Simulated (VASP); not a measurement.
# Which native defect does AlFe form most easily?, part 7 of 8

Which native defect is cheapest in AlFe, and how does that change with the growth condition? The start is a cell from a database of measured crystal structures.

VASP 6.6.1, plane waves and PAW; the level of theory is named at each step.

Still holding for the runs below: The magnetic state follows from one typed start and may not be the lowest.

So far, formation energy of the neutral defect (eV): step 8 (energies of this defect, 53 atoms, defect vacancy, element …) 0.969; step 10 (Al26Fe27, element Al, defect Al vacancy) 2.93.

**11. The defect cell, 54 atoms, defect Fe on the Al site**

This step: PBEsol, spin-polarised from a ferromagnetic start; plane waves and PAW (Fe, Al) (VASP 6.6.1).

System of this step: Al13Fe14. The cell holds 54 atoms: 28 Fe and 26 Al. Its edges and angles: a = 8.534 Å, b = 8.534 Å, c = 8.534 Å, α = 90.0°, β = 90.0°, γ = 90.0°. It derives from AlFe. Nearest the centre at fractional (0.000, 0.000, 0.000): Fe28 at 0.00 Å, Fe1 at 2.46 Å, Fe7 at 2.46 Å, Fe3 at 2.46 Å, Fe21 at 2.46 Å, Fe25 at 2.46 Å, Fe19 at 2.46 Å, Fe9 at 2.46 Å.

File INCAR:

```
SYSTEM = Al13Fe14
PREC = Normal
ENCUT = 300
EDIFF = 1E-05
NELM = 120
ISMEAR = 1
SIGMA = 0.2
LREAL = Auto
ALGO = Fast
GGA = PS
NBANDS = 241
ISPIN = 2
MAGMOM = 3 3 3 3 3 3 3 3 3 3 3 3 3 3 3 3 3 3 3 3 3 3 3 3 3 3 3 3 0 0 0 0 0 0 0 0 0 0 0 0 0 0 0 0 0 0 0 0 0 0 0 0 0 0
LASPH = .TRUE.
LMAXMIX = 4
LORBIT = 11
LWAVE = .FALSE.
LCHARG = .TRUE.
KPAR = 4
NCORE = 2
IBRION = 2
NSW = 50
ISIF = 2
EDIFFG = -0.03
POTIM = 0.4
MAXMIX = 40
ISYM = 2
```

File POSCAR:

```
Al13Fe14
1.0
    8.5337404122      0.0000000000      0.0000000000
    0.0000000000      8.5337404122      0.0000000000
    0.0000000000      0.0000000000      8.5337404122
Fe Al
28 26
Direct
    0.1666666700      0.1666666700      0.1666666700
    0.1666666700      0.1666666700      0.5000000000
    0.1666666700      0.1666666700      0.8333333300
    0.1666666700      0.5000000000      0.1666666700
    0.1666666700      0.5000000000      0.5000000000
    0.1666666700      0.5000000000      0.8333333300
    0.1666666700      0.8333333300      0.1666666700
    0.1666666700      0.8333333300      0.5000000000
    0.1666666700      0.8333333300      0.8333333300
    0.5000000000      0.1666666700      0.1666666700
    0.5000000000      0.1666666700      0.5000000000
    0.5000000000      0.1666666700      0.8333333300
    0.5000000000      0.5000000000      0.1666666700
    0.5000000000      0.5000000000      0.5000000000
    0.5000000000      0.5000000000      0.8333333300
    0.5000000000      0.8333333300      0.1666666700
    0.5000000000      0.8333333300      0.5000000000
    0.5000000000      0.8333333300      0.8333333300
    0.8333333300      0.1666666700      0.1666666700
    0.8333333300      0.1666666700      0.5000000000
    0.8333333300      0.1666666700      0.8333333300
    0.8333333300      0.5000000000      0.1666666700
    0.8333333300      0.5000000000      0.5000000000
    0.8333333300      0.5000000000      0.8333333300
    0.8333333300      0.8333333300      0.1666666700
    0.8333333300      0.8333333300      0.5000000000
    0.8333333300      0.8333333300      0.8333333300
    0.0000000000      0.0000000000      0.0000000000
    0.0000000000      0.0000000000      0.3333333300
    0.0000000000      0.0000000000      0.6666666700
    0.0000000000      0.3333333300      0.0000000000
    0.0000000000      0.3333333300      0.3333333300
    0.0000000000      0.3333333300      0.6666666700
    0.0000000000      0.6666666700      0.0000000000
    0.0000000000      0.6666666700      0.3333333300
    0.0000000000      0.6666666700      0.6666666700
    0.3333333300      0.0000000000      0.0000000000
    0.3333333300      0.0000000000      0.3333333300
    0.3333333300      0.0000000000      0.6666666700
    0.3333333300      0.3333333300      0.0000000000
    0.3333333300      0.3333333300      0.3333333300
    0.3333333300      0.3333333300      0.6666666700
    0.3333333300      0.6666666700      0.0000000000
    0.3333333300      0.6666666700      0.3333333300
    0.3333333300      0.6666666700      0.6666666700
    0.6666666700      0.0000000000      0.0000000000
    0.6666666700      0.0000000000      0.3333333300
    0.6666666700      0.0000000000      0.6666666700
    0.6666666700      0.3333333300      0.0000000000
    0.6666666700      0.3333333300      0.3333333300
    0.6666666700      0.3333333300      0.6666666700
    0.6666666700      0.6666666700      0.0000000000
    0.6666666700      0.6666666700      0.3333333300
    0.6666666700      0.6666666700      0.6666666700
```

File KPOINTS:

```
Automatic mesh
0
Monkhorst-Pack
3 3 3
0 0 0
```

The projector-augmented-wave data sets are Fe and Al (PBE family, release 64).

The run is started by

```
mpirun -np 8 vasp_std
```

The program printed:

```text
[... set-up lines as in an earlier step ...]
 entering main loop
       N       E                     dE             d eps       ncg     rms          rms(c)
DAV:   1     0.178061696955E+04    0.17806E+04   -0.78642E+04  3872   0.883E+02
DAV:   2    -0.231019519216E+03   -0.20116E+04   -0.18639E+04  3856   0.275E+02
DAV:   3    -0.409587600321E+03   -0.17857E+03   -0.15217E+03  4016   0.972E+01
DAV:   4    -0.419106077719E+03   -0.95185E+01   -0.92005E+01  5112   0.234E+01
[...]
RMM:  21    -0.374977626518E+03   -0.41511E-04   -0.24078E-04  3989   0.337E-02    0.904E-02
RMM:  22    -0.374977638686E+03   -0.12168E-04   -0.96014E-05  3604   0.240E-02    0.591E-02
RMM:  23    -0.374977639942E+03   -0.12559E-05   -0.35872E-05  3077   0.154E-02
   1 F= -.37497764E+03 E0= -.37503226E+03  d E =-.374978E+03  mag=    17.4405
[... from here on, the cycles between the ionic steps are left out ...]
   2 F= -.37504449E+03 E0= -.37510025E+03  d E =-.668511E-01  mag=    17.4254
   3 F= -.37506396E+03 E0= -.37511978E+03  d E =-.863220E-01  mag=    17.4250
   4 F= -.37507501E+03 E0= -.37513082E+03  d E =-.110454E-01  mag=    17.4332
   5 F= -.37508101E+03 E0= -.37513674E+03  d E =-.170517E-01  mag=    17.4545
   6 F= -.37508165E+03 E0= -.37513730E+03  d E =-.176841E-01  mag=    17.4624
   7 F= -.37508333E+03 E0= -.37513891E+03  d E =-.167998E-02  mag=    17.4645
 trial-energy change:   -0.001680  1 .order   -0.001598   -0.002489   -0.000706
 step:   1.9819(harm=  2.1422)  dis= 0.00252  next Energy=  -375.083431 (dE=-0.179E-02)
 reached required accuracy - stopping structural energy minimisation
```

It took 3 min on 8 MPI ranks of Intel Xeon 6975P-C (Granite Rapids), shared host; peak memory 3 GiB; 20 min of CPU time.

Parts of OUTCAR (step 11):

```text
  Total       -4.4103371     -4.4103371     -4.4103371     -0.0000000     -0.0000000     -0.0000000
  in kB      -11.3700947    -11.3700947    -11.3700947     -0.0000000     -0.0000000     -0.0000000
  external PRESSURE =     -11.3700947 kB  Pullay stress =       0.0000000 kB

 POSITION                                       TOTAL-FORCE (eV/Angst)
 -----------------------------------------------------------------------------------
      1.39238      1.39238      1.39238        -0.001891     -0.001891     -0.001891
      1.42285      1.42285      4.26687         0.015145      0.015145     -0.000000
      1.39238      1.39238      7.14136        -0.001891     -0.001891      0.001891
      1.42285      4.26687      1.42285         0.015145      0.000000      0.015145
      1.41459      4.26687      4.26687         0.003380      0.000000      0.000000
      1.42285      4.26687      7.11089         0.015145      0.000000     -0.015145
      1.39238      7.14136      1.39238        -0.001891      0.001891     -0.001891
      1.42285      7.11089      4.26687         0.015145     -0.015145      0.000000
      1.39238      7.14136      7.14136        -0.001891      0.001891      0.001891
      4.26687      1.42285      1.42285         0.000000      0.015145      0.015145
      4.26687      1.41459      4.26687         0.000000      0.003380      0.000000
      4.26687      1.42285      7.11089         0.000000      0.015145     -0.015145
      4.26687      4.26687      1.41459         0.000000      0.000000      0.003380
      4.26687      4.26687      4.26687         0.000000      0.000000      0.000000
[...]
-----------------------------------------------------------------------------------
    total drift:                                0.000000      0.000000      0.000000

  FREE ENERGIE OF THE ION-ELECTRON SYSTEM (eV)
  ---------------------------------------------------
  free  energy   TOTEN  =      -375.0833260314 eV

  energy  without entropy=     -375.2500911283  energy(sigma->0) =     -375.13891440

 magnetization (x)
# of ion       s       p       d       tot
------------------------------------------
    1       -0.003   0.005   0.568   0.570
    2       -0.003   0.000   0.572   0.569
    3       -0.003   0.005   0.568   0.570
    4       -0.003   0.000   0.572   0.569
    5       -0.001   0.004   0.738   0.741
    6       -0.003   0.000   0.572   0.569
    7       -0.003   0.005   0.568   0.570
    8       -0.003   0.000   0.572   0.569
    9       -0.003   0.005   0.568   0.570
   10       -0.003   0.000   0.572   0.569
   11       -0.001   0.004   0.738   0.741
   12       -0.003   0.000   0.572   0.569
   13       -0.001   0.004   0.738   0.741
[...]
--------------------------------------------------
tot         -0.212  -0.270  18.306  17.824

[... 2 parts as in an earlier step ...]

[... 2 further parts left out ...]
[key lines of the parts left out:]
E-fermi :   8.1003
```

Step by step:

| step | energy less that of the first step (eV) | largest force (eV/Å) |
| --- | --- | --- |
| 1 | 0.0000 | 0.5096 |
| 2 | -0.0669 | 0.2665 |
| 3 | -0.0863 | 0.1439 |
| 4 | -0.0974 | 0.0875 |
| 5 | -0.1034 | 0.0371 |
| 6 | -0.1040 | 0.0521 |
| 7 | -0.1057 | 0.0214 |

The atoms that moved most (Å):

| atom | dx | dy | dz | length |
| --- | --- | --- | --- | --- |
| Fe1 | -0.030 | -0.030 | -0.030 | 0.052 |
| Fe3 | -0.030 | -0.030 | 0.030 | 0.052 |
| Fe7 | -0.030 | 0.030 | -0.030 | 0.052 |
| Fe9 | -0.030 | 0.030 | 0.030 | 0.052 |
| Fe25 | 0.030 | 0.030 | -0.030 | 0.052 |
| Fe27 | 0.030 | 0.030 | 0.030 | 0.052 |
| Fe21 | 0.030 | -0.030 | 0.030 | 0.052 |
| Fe19 | 0.030 | -0.030 | -0.030 | 0.052 |

Spin moment in the PAW sphere by element, in μB:

| element | atoms | mean | spread (r.m.s.) | least | largest |
| --- | --- | --- | --- | --- | --- |
| Fe | 28 | 0.65 | 0.26 | 0.51 | 1.97 |
| Al | 26 | -0.02 | 0.00 | -0.02 | -0.02 |

The atoms nearest the centre:

| atom | distance (Å) | spin moment in the PAW sphere (μB) |
| --- | --- | --- |
| Fe28 | 0.00 | 1.97 |
| Fe1 | 2.41 | 0.57 |
| Fe7 | 2.41 | 0.57 |
| Fe3 | 2.41 | 0.57 |
| Fe19 | 2.41 | 0.57 |
| Fe25 | 2.41 | 0.57 |
| Fe21 | 2.41 | 0.57 |
| Fe9 | 2.41 | 0.57 |
| Fe27 | 2.41 | 0.57 |
| Al29 | 2.85 | -0.02 |
| Al31 | 2.85 | -0.02 |
| Al37 | 2.85 | -0.02 |
| Al34 | 2.85 | -0.02 |
| Al46 | 2.85 | -0.02 |

The run ended after 7 ionic steps, 0.106 eV below its first step, once the forces on the free atoms met EDIFFG = -0.03.

The 8 first neighbours (Fe) lie 2.46 Å from the site in the perfect crystal and 2.41 Å on average from the atom on it after the relaxation (-2.1 %).

**12. Energies of this defect, 54 atoms, defect substitution, element Al**

This step: point defect, PBEsol; plane waves and PAW (VASP 6.6.1).

Derived from the runs above.

The formation energy is the energy of the relaxed defect cell less that of the perfect cell, with each removed atom booked to its reference and each added atom taken from it.

References, in eV an atom: Al -4.096 (crystal Fm-3m) and Fe -8.927 (crystal Im-3m). They were run at the supercell's cutoff and functional, without U, and count both elements from their own phases.

The formation energy is 0.583 eV, and the largest move of an atom 0.05 Å.

**13. Relaxing the defect, 54 atoms, defect Al on the Fe site**

This step: PBEsol, spin-polarised from a ferromagnetic start; plane waves and PAW (Al, Fe) (VASP 6.6.1).

System of this step: Al14Fe13. The cell holds 54 atoms: 28 Al and 26 Fe. Its edges and angles: a = 8.534 Å, b = 8.534 Å, c = 8.534 Å, α = 90.0°, β = 90.0°, γ = 90.0°. It derives from AlFe. Nearest the centre at fractional (0.167, 0.167, 0.167): Al1 at 0.00 Å, Al15 at 2.46 Å, Al12 at 2.46 Å, Al6 at 2.46 Å, Al14 at 2.46 Å, Al11 at 2.46 Å, Al5 at 2.46 Å, Al3 at 2.46 Å.

File INCAR:

```
SYSTEM = Al14Fe13
PREC = Normal
ENCUT = 300
EDIFF = 1E-05
NELM = 120
ISMEAR = 1
SIGMA = 0.2
LREAL = Auto
ALGO = Fast
GGA = PS
NBANDS = 229
ISPIN = 2
MAGMOM = 0 0 0 0 0 0 0 0 0 0 0 0 0 0 0 0 0 0 0 0 0 0 0 0 0 0 0 0 3 3 3 3 3 3 3 3 3 3 3 3 3 3 3 3 3 3 3 3 3 3 3 3 3 3
LASPH = .TRUE.
LMAXMIX = 4
LORBIT = 11
LWAVE = .FALSE.
LCHARG = .TRUE.
KPAR = 4
NCORE = 2
IBRION = 2
NSW = 50
ISIF = 2
EDIFFG = -0.03
POTIM = 0.4
MAXMIX = 40
ISYM = 2
```

File POSCAR:

```
Al14Fe13
1.0
    8.5337404122      0.0000000000      0.0000000000
    0.0000000000      8.5337404122      0.0000000000
    0.0000000000      0.0000000000      8.5337404122
Al Fe
28 26
Direct
    0.1666666700      0.1666666700      0.1666666700
    0.0000000000      0.0000000000      0.0000000000
    0.0000000000      0.0000000000      0.3333333300
    0.0000000000      0.0000000000      0.6666666700
    0.0000000000      0.3333333300      0.0000000000
    0.0000000000      0.3333333300      0.3333333300
    0.0000000000      0.3333333300      0.6666666700
    0.0000000000      0.6666666700      0.0000000000
    0.0000000000      0.6666666700      0.3333333300
    0.0000000000      0.6666666700      0.6666666700
    0.3333333300      0.0000000000      0.0000000000
    0.3333333300      0.0000000000      0.3333333300
    0.3333333300      0.0000000000      0.6666666700
    0.3333333300      0.3333333300      0.0000000000
    0.3333333300      0.3333333300      0.3333333300
    0.3333333300      0.3333333300      0.6666666700
    0.3333333300      0.6666666700      0.0000000000
    0.3333333300      0.6666666700      0.3333333300
    0.3333333300      0.6666666700      0.6666666700
    0.6666666700      0.0000000000      0.0000000000
    0.6666666700      0.0000000000      0.3333333300
    0.6666666700      0.0000000000      0.6666666700
    0.6666666700      0.3333333300      0.0000000000
    0.6666666700      0.3333333300      0.3333333300
    0.6666666700      0.3333333300      0.6666666700
    0.6666666700      0.6666666700      0.0000000000
    0.6666666700      0.6666666700      0.3333333300
    0.6666666700      0.6666666700      0.6666666700
    0.1666666700      0.1666666700      0.5000000000
    0.1666666700      0.1666666700      0.8333333300
    0.1666666700      0.5000000000      0.1666666700
    0.1666666700      0.5000000000      0.5000000000
    0.1666666700      0.5000000000      0.8333333300
    0.1666666700      0.8333333300      0.1666666700
    0.1666666700      0.8333333300      0.5000000000
    0.1666666700      0.8333333300      0.8333333300
    0.5000000000      0.1666666700      0.1666666700
    0.5000000000      0.1666666700      0.5000000000
    0.5000000000      0.1666666700      0.8333333300
    0.5000000000      0.5000000000      0.1666666700
    0.5000000000      0.5000000000      0.5000000000
    0.5000000000      0.5000000000      0.8333333300
    0.5000000000      0.8333333300      0.1666666700
    0.5000000000      0.8333333300      0.5000000000
    0.5000000000      0.8333333300      0.8333333300
    0.8333333300      0.1666666700      0.1666666700
    0.8333333300      0.1666666700      0.5000000000
    0.8333333300      0.1666666700      0.8333333300
    0.8333333300      0.5000000000      0.1666666700
    0.8333333300      0.5000000000      0.5000000000
    0.8333333300      0.5000000000      0.8333333300
    0.8333333300      0.8333333300      0.1666666700
    0.8333333300      0.8333333300      0.5000000000
    0.8333333300      0.8333333300      0.8333333300
```

KPOINTS is that of step 11.

PAW data sets: Al and Fe (PBE family, release 64).

The run is started by

```
mpirun -np 8 vasp_std
```

The program printed:

```text
[banner, memory and clock lines left out]
running    8 mpi-ranks, on    1 nodes
[...]
[... a notice as in an earlier step ...]

 LDA part: xc-table for (Slater+PW92), standard interpolation
 POSCAR, INCAR and KPOINTS ok, starting setup
[...]
entering main loop
       N       E                     dE             d eps       ncg     rms          rms(c)
DAV:   1     0.168908940927E+04    0.16891E+04   -0.75568E+04  3664   0.880E+02
DAV:   2    -0.228967858427E+03   -0.19181E+04   -0.17843E+04  3664   0.276E+02
DAV:   3    -0.396878251997E+03   -0.16791E+03   -0.14463E+03  3872   0.958E+01
DAV:   4    -0.406359428179E+03   -0.94812E+01   -0.91569E+01  4896   0.234E+01
[...]
RMM:  21    -0.364699630480E+03    0.31228E-04   -0.85403E-05  3466   0.213E-02    0.624E-02
RMM:  22    -0.364699619578E+03    0.10902E-04   -0.36682E-05  2858   0.103E-02    0.219E-02
RMM:  23    -0.364699620524E+03   -0.94661E-06   -0.10030E-05  2405   0.695E-03
   1 F= -.36469962E+03 E0= -.36474027E+03  d E =-.364700E+03  mag=    13.6607
[... from here on, the cycles between the ionic steps are left out ...]
   2 F= -.36513678E+03 E0= -.36517913E+03  d E =-.437161E+00  mag=    13.6614
   3 F= -.36529063E+03 E0= -.36533330E+03  d E =-.591007E+00  mag=    13.7498
   4 F= -.36530476E+03 E0= -.36534776E+03  d E =-.605138E+00  mag=    13.7114
   5 F= -.36538057E+03 E0= -.36542332E+03  d E =-.758099E-01  mag=    13.6938
   6 F= -.36541014E+03 E0= -.36545240E+03  d E =-.105380E+00  mag=    13.6925
   7 F= -.36541044E+03 E0= -.36545260E+03  d E =-.105683E+00  mag=    13.6961
   8 F= -.36541569E+03 E0= -.36545802E+03  d E =-.524466E-02  mag=    13.6825
 trial-energy change:   -0.005245  1 .order   -0.005143   -0.008970   -0.001315
 step:   1.7279(harm=  1.7497)  dis= 0.00829  next Energy=  -365.415790 (dE=-0.535E-02)
 reached required accuracy - stopping structural energy minimisation
```

Run time: 3.7 min. Hardware: 8 MPI ranks; peak memory 2.9 GiB.

OUTCAR, selected parts (step 13):

```text
  Total        6.8141184      6.8141184      6.8141184      0.0000000     -0.0000000     -0.0000000
  in kB       17.5671769     17.5671769     17.5671769      0.0000000     -0.0000000     -0.0000000
  external PRESSURE =      17.5671769 kB  Pullay stress =       0.0000000 kB

 POSITION                                       TOTAL-FORCE (eV/Angst)
 -----------------------------------------------------------------------------------
      1.42229      1.42229      1.42229        -0.000000     -0.000000     -0.000000
      8.46090      8.46090      8.46090        -0.005736     -0.005736     -0.005736
      8.46090      8.46090      2.91742        -0.005736     -0.005736      0.005736
      0.00526      0.00526      5.68916         0.012949      0.012949     -0.000000
      8.46090      2.91742      8.46090        -0.005736      0.005736     -0.005736
      8.46090      2.91742      2.91742        -0.005736      0.005736      0.005736
      0.00526      2.83932      5.68916         0.012949     -0.012949     -0.000000
      0.00526      5.68916      0.00526         0.012949     -0.000000      0.012949
      0.00526      5.68916      2.83932         0.012949     -0.000000     -0.012949
      0.00774      5.68916      5.68916         0.013109     -0.000000     -0.000000
      2.91742      8.46090      8.46090         0.005736     -0.005736     -0.005736
      2.91742      8.46090      2.91742         0.005736     -0.005736      0.005736
      2.83932      0.00526      5.68916        -0.012949      0.012949     -0.000000
      2.91742      2.91742      8.46090         0.005736      0.005736     -0.005736
[...]
-----------------------------------------------------------------------------------
    total drift:                               -0.000004      0.000009      0.000010

  FREE ENERGIE OF THE ION-ELECTRON SYSTEM (eV)
  ---------------------------------------------------
  free  energy   TOTEN  =      -365.4156862858 eV

  energy  without entropy=     -365.5426795007  energy(sigma->0) =     -365.45801736

 magnetization (x)
# of ion       s       p       d       tot
------------------------------------------
    1       -0.003  -0.005   0.000  -0.008
    2       -0.005  -0.010   0.000  -0.015
    3       -0.005  -0.010   0.000  -0.015
    4       -0.006  -0.012   0.000  -0.018
    5       -0.005  -0.010   0.000  -0.015
    6       -0.005  -0.010   0.000  -0.015
    7       -0.006  -0.012   0.000  -0.018
    8       -0.006  -0.012   0.000  -0.018
    9       -0.006  -0.012   0.000  -0.018
   10       -0.006  -0.013   0.000  -0.020
   11       -0.005  -0.010   0.000  -0.015
   12       -0.005  -0.010   0.000  -0.015
   13       -0.006  -0.012   0.000  -0.018
[...]
--------------------------------------------------
tot         -0.183  -0.261  14.520  14.076

[... 3 parts as in an earlier step ...]

[... 1 further part left out ...]
[key lines of the parts left out:]
E-fermi :   8.3416
```

The steps of the relaxation:

| step | energy less that of the first step (eV) | largest force (eV/Å) |
| --- | --- | --- |
| 1 | 0.0000 | 1.3391 |
| 2 | -0.4372 | 0.6532 |
| 3 | -0.5910 | 0.5401 |
| 4 | -0.6051 | 0.4507 |
| 5 | -0.6809 | 0.2115 |
| 6 | -0.7105 | 0.1168 |
| 7 | -0.7108 | 0.1233 |
| 8 | -0.7161 | 0.0207 |

The atoms that moved most (Å):

| atom | dx | dy | dz | length |
| --- | --- | --- | --- | --- |
| Al2 | -0.073 | -0.073 | -0.073 | 0.126 |
| Al3 | -0.073 | -0.073 | 0.073 | 0.126 |
| Al6 | -0.073 | 0.073 | 0.073 | 0.126 |
| Al5 | -0.073 | 0.073 | -0.073 | 0.126 |
| Al14 | 0.073 | 0.073 | -0.073 | 0.126 |
| Al15 | 0.073 | 0.073 | 0.073 | 0.126 |
| Al11 | 0.073 | -0.073 | -0.073 | 0.126 |
| Al12 | 0.073 | -0.073 | 0.073 | 0.126 |

Spin moment in the PAW sphere by element, in μB:

| element | atoms | mean | spread (r.m.s.) | least | largest |
| --- | --- | --- | --- | --- | --- |
| Al | 28 | -0.017 | 0.003 | -0.020 | -0.008 |
| Fe | 26 | 0.560 | 0.077 | 0.427 | 0.633 |

The atoms nearest the centre:

| atom | distance (Å) | spin moment in the PAW sphere (μB) |
| --- | --- | --- |
| Al1 | 0.00 | -0.008 |
| Al15 | 2.59 | -0.015 |
| Al12 | 2.59 | -0.015 |
| Al6 | 2.59 | -0.015 |
| Al14 | 2.59 | -0.015 |
| Al11 | 2.59 | -0.015 |
| Al5 | 2.59 | -0.015 |
| Al3 | 2.59 | -0.015 |
| Al2 | 2.59 | -0.015 |
| Fe29 | 2.78 | 0.427 |
| Fe31 | 2.78 | 0.427 |
| Fe37 | 2.78 | 0.427 |
| Fe34 | 2.78 | 0.427 |
| Fe46 | 2.78 | 0.427 |

The run ended after 8 ionic steps, 0.716 eV below its first step, once the forces on the free atoms met EDIFFG = -0.03.

The 8 first neighbours (Al) lie 2.46 Å from the site in the perfect crystal and 2.59 Å on average from the atom on it after the relaxation (+5.1 %).

(Part 7 of 8 ends here.)

[Lines on the potential files, build, host, timing and source positions are cut from VASP's logs without a mark.]

[Logs are printed without paths, hosts, clocks, repeated set-up lines and the standing remarks that a program may print on its own settings, such as how far it seeks lower states.]

[Hosts, paths, dates, database ids (printed as entryN), source tags and the programs' standing remarks are cut or masked in the printed files.]

[In band tables of VASP the shares of atoms and orbitals are scaled to a sum of 1 inside the atoms' spheres.]

[Runs that stopped without an error message from VASP are left out.]
